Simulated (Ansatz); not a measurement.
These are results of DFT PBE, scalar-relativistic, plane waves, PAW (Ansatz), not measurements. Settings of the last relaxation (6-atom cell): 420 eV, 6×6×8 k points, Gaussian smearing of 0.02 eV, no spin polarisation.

Formation energies are uncorrected and refer to the elements' standard structures at the same level.

Problem. Find a candidate trigonal semiconductor made of S and Zn, with a gap near 1.9 eV, a formation energy near −0.70 eV/atom and about 20 Å³ per atom, in a cell of 6 atoms.

Solution. ZnS, space group P3_221 (No. 154). Around Zn lie 4 S at 2.37–2.38 Å; S has 4 Zn at 2.37–2.38 Å.

```
CELL_PARAMETERS angstrom
6.07651 0.00000 0.00000
-3.03826 5.26241 0.00000
0.00000 0.00000 3.70012
ATOMIC_POSITIONS crystal
Zn 0.61479 0.00000 0.66667
Zn 0.00000 0.61479 0.33333
Zn 0.38521 0.38521 0.00000
S 0.36742 0.00000 0.16667
S 0.00000 0.36742 0.83333
S 0.63258 0.63258 0.50000
```

- Volume per atom: 19.72 Å³
- Density: 4.10 g/cm³
- Formation energy: −0.704 eV/atom
- Gap on the 6×6×8 mesh of the 6-atom cell: 1.90 eV

The structure comes from a generated guess, relaxed at this level; another structure or a mixture of phases may lie lower. The answer needn't be unique; the calculation gave this one.

Kohn–Sham gaps at this level usually fall short of measured ones. The reference form of S is held partly by dispersion forces, which this level lacks. A later test with randomly moved atoms came back to the same energy, though modes that don't fit the test's cell weren't probed.
